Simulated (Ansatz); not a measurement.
Crystal: MoS2.

```
Mo S
1.0
     3.16900    0.00000    0.00000
    -1.58450    2.74443    0.00000
     0.00000    0.00000   12.32400
Mo S
2 4
Direct
  0.66667 0.33333 0.75000
  0.33333 0.66667 0.25000
  0.66667 0.33333 0.37700
  0.33333 0.66667 0.87700
  0.66667 0.33333 0.12300
  0.33333 0.66667 0.62300
```

```yaml
Program: Ansatz 0.2.0
Task: relaxation of cell and atoms
Functional: PBE
Dispersion: D3(BJ)
Potentials_or_basis: Ansatz PAW
Cutoff: "420 eV (not typed: the program's choice for these potentials)"
k_mesh: 10 × 10 × 3
Occupations: fermi-dirac, width 0.05 eV
Spin: no spin polarisation
```

At the start: volume 17.86 Å³/atom.

How do energy, volume and symmetry change on relaxing?

It ends after 5 steps and the volume is 17.31 Å³/atom (-3.1 %); space group P6_3/mmc (No. 194, to 0.05 Å).

Step by step:
| step | energy change (eV) | largest force (eV/Å) | volume (Å³) |
| --- | --- | --- | --- |
| 1 | 0.0000 | 0.0621 | 107.18 |
| 2 | -0.0151 | 0.0542 | 104.42 |
| 3 | -0.0160 | 0.0211 | 103.75 |
| 4 | -0.0160 | 0.0024 | 103.84 |
| 5 | -0.0156 | 0.0025 | 103.84 |

Final structure:
```cif
data_structure
_symmetry_space_group_name_H-M 'P 1'
_symmetry_Int_Tables_number 1
_cell_length_a 3.1492
_cell_length_b 3.1492
_cell_length_c 12.0898
_cell_angle_alpha 90.000
_cell_angle_beta 90.000
_cell_angle_gamma 120.000
_cell_volume 103.84
loop_
_atom_site_label
_atom_site_type_symbol
_atom_site_fract_x
_atom_site_fract_y
_atom_site_fract_z
_atom_site_occupancy
Mo1 Mo 0.66667 0.33333 0.75000 1
Mo2 Mo 0.33333 0.66667 0.25000 1
S1 S 0.66667 0.33333 0.37951 1
S2 S 0.33333 0.66667 0.87951 1
S3 S 0.66667 0.33333 0.12049 1
S4 S 0.33333 0.66667 0.62049 1
```

Caveat: the plane-wave basis is chosen anew once the cell has moved, so the energies of steps on either side of that aren't comparable.
